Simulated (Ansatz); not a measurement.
**Bi in Ansatz: the effect of functional**

Crystal: Bi.

```
Bi
1.0
     2.29734    1.32637    3.98982
    -2.29734    1.32637    3.98982
     0.00000   -2.65274    3.98982
Bi
2
Direct
  0.76600 0.76600 0.76600
  0.23400 0.23400 0.23400
```

The cell isn't the ideal one: volume scaled by 1.04.

Alike in all runs:

```yaml
Program: Ansatz 0.2.0
Task: single point
Potentials_or_basis: Ansatz PAW
k_mesh: 7 × 7 × 7
Occupations: fermi-dirac, width 0.05 eV
Spin: no spin polarisation
```

| functional | cutoff | gap on the mesh (eV) | pressure (GPa) | largest force (eV/Å) |
| --- | --- | --- | --- | --- |
| LDA | 420 eV (not typed: the program's choice for these potentials) | ? | ? | ? |
| r2SCAN | 500 eV (not typed: the program's choice for these potentials) | 0.27 | -0.7 | 0.16 |
| PBE | 420 eV (not typed: the program's choice for these potentials) | 0.25 | 0.2 | 0.02 |

**Question.** What does the run with functional LDA give?

**Answer.** gap on the mesh 0.25 eV; pressure -3.2 GPa; largest force 0.12 eV/Å.

Caveats: odd divisions of the mesh miss points on the zone boundary, where band edges often lie, so the gap on the mesh can be too wide; spin-orbit coupling is left out, which as a rule narrows the gap of such compounds by several tenths of an eV; the PAW data sets come from PBE, with cores solved anew for the run's functional, which leaves a small shift of forces and pressure (some runs).

A k mesh can miss the band edges.
